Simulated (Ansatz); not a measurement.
Relaxed NaBr (rock salt):

```xyz
4
Lattice="0.0000 6.0360 6.0360 3.0180 0.0000 3.0180 3.0180 3.0180 0.0000" Properties=species:S:1:pos:R:3 pbc="T T T"
Br     0.0000     0.0000     0.0000
Br     0.0000     3.0180     3.0180
Na     3.0180     3.0180     3.0180
Na     3.0180     6.0360     6.0360
```

Two-dimensional scan of atom 4 (Na, nearest neighbour Br at 3.018 Å; its periodic images, 4.3 Å or more away, move with it): u runs along (0.707, 0.707, 0.000), v along (0.000, 0.000, 1.000) (Cartesian). Cell and other atoms are fixed.

The numbers are results of PBE (plane waves to 420 eV, PAW, scalar-relativistic; Ansatz, a program for electronic structure), not measurements. k mesh 4×8×8 (Γ-centred), Fermi-Dirac smearing 0.05 eV. E stands for the smeared free energy. Points where atoms come too close for the PAW data are left out (x in tables, blank in figures). NaBr was relaxed with its symmetry unable to fall. The zero of ΔE is the undisplaced structure. Axes are in Å.

| ΔE (meV/cell) | u = -1.000 | u = -0.667 | u = -0.333 | u = 0.000 | u = 0.333 | u = 0.667 | u = 1.000 |
|---|---|---|---|---|---|---|---|
| v = -1.000 | 1212 | x | x | x | x | x | 1212 |
| v = -0.667 | … | 561 | 533 | 539 | 533 | 561 | … |
| v = -0.333 | 681 | 312 | … | 89 | … | 312 | 681 |
| v = 0.000 | 707 | 276 | 61 | 0 | 61 | 276 | 707 |
| v = 0.333 | 681 | 312 | … | 89 | … | 312 | 681 |
| v = 0.667 | … | 561 | 533 | 539 | 533 | 561 | … |
| v = 1.000 | 1212 | x | x | x | x | x | 1212 |

**Question.** Complete the blanks.

**Answer.** 
- v = -0.667, u = -1.000: 720
- v = -0.667, u = 1.000: 720
- v = -0.333, u = -0.333: 136
- v = -0.333, u = 0.333: 136
- v = 0.333, u = -0.333: 136
- v = 0.333, u = 0.333: 136
- v = 0.667, u = -1.000: 720
- v = 0.667, u = 1.000: 720

(A displaced cell: forces are minus the slopes of the energy, force constants its curvatures, and phonons follow from these.)
